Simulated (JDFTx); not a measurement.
The system is MnH2O2 (Pyrochroite).

```
Mn O H
1.0
     3.25000    0.00000    0.00000
    -1.62500    2.81458    0.00000
     0.00000    0.00000    4.48000
Mn O H
1 2 2
Direct
  0.00000 0.00000 0.00000
  0.66667 0.33333 0.77400
  0.33333 0.66667 0.22600
  0.66667 0.33333 0.55400
  0.33333 0.66667 0.44600
```

```yaml
Program: JDFTx 1.7.0 (patched build)
Task: relaxation of cell and atoms
Functional: LDA
Potentials_or_basis: PseudoDojo-SR-LDA-0.4.1-standard with smoothed tails
Cutoff: 1306 eV
Density_cutoff: 10449 eV
k_mesh: 4 × 4 × 3
Occupations: fermi-dirac, width 0.05 eV
Spin: collinear spin, ferromagnetic start
Starting_moments: "[4.0, 0.0, 0.0, 0.0, 0.0] μB"
```

At the start: pressure 1.1 GPa; volume 8.20 Å³/atom.

Task: How do energy, volume and symmetry change on relaxing?

Result: Over 16 steps the energy falls by 5.7 meV/atom and the volume is 8.07 Å³/atom (-1.6 %); space group P-3m1 (No. 164, to 0.05 Å); moment 5.00 μB per cell.

Step by step:
| step | energy change (eV) | largest force (eV/Å) | pressure (GPa) | volume (Å³) |
| --- | --- | --- | --- | --- |
| 1 | 0.0000 | 0.7550 | 1.14 | 40.98 |
| 2 | -0.0083 | 0.2372 | 1.76 | 41.01 |
| 3 | -0.0115 | 0.2448 | 1.50 | 41.08 |
| 4 | -0.0194 | 0.1865 | -0.01 | 41.32 |
| 5 | -0.0226 | 0.1039 | -0.27 | 41.18 |
| 6 | -0.0260 | 0.0818 | -0.19 | 40.77 |
| 7 | -0.0270 | 0.1336 | 0.17 | 40.58 |
| 8 | -0.0278 | 0.1144 | 0.58 | 40.21 |
| 9 | -0.0282 | 0.0470 | -0.01 | 40.30 |
| 10 | -0.0282 | 0.0330 | -0.30 | 40.42 |
| 11 | -0.0282 | 0.0330 | -0.30 | 40.42 |
| 12 | -0.0282 | 0.0080 | -0.22 | 40.41 |
| 13 | -0.0283 | 0.0077 | -0.19 | 40.40 |
| 14 | -0.0283 | 0.0105 | -0.08 | 40.37 |
| 15 | -0.0283 | 0.0083 | -0.01 | 40.36 |
| 16 | -0.0283 | 0.0096 | 0.03 | 40.34 |

Final structure:
```
Mn O H
1.0
     3.24517    0.00000    0.00000
    -1.62259    2.81041    0.00000
     0.00000    0.00000    4.42309
Mn O H
1 2 2
Direct
  0.00000 0.00000 0.00000
  0.66667 0.33333 0.76097
  0.33333 0.66667 0.23903
  0.66667 0.33333 0.53961
  0.33333 0.66667 0.46038
```

Caveat: the k mesh is coarse (spacing up to 0.56 Å⁻¹), so the values aren't converged; a cell with one magnetic atom can't hold antiferromagnetic order, which such compounds often take.
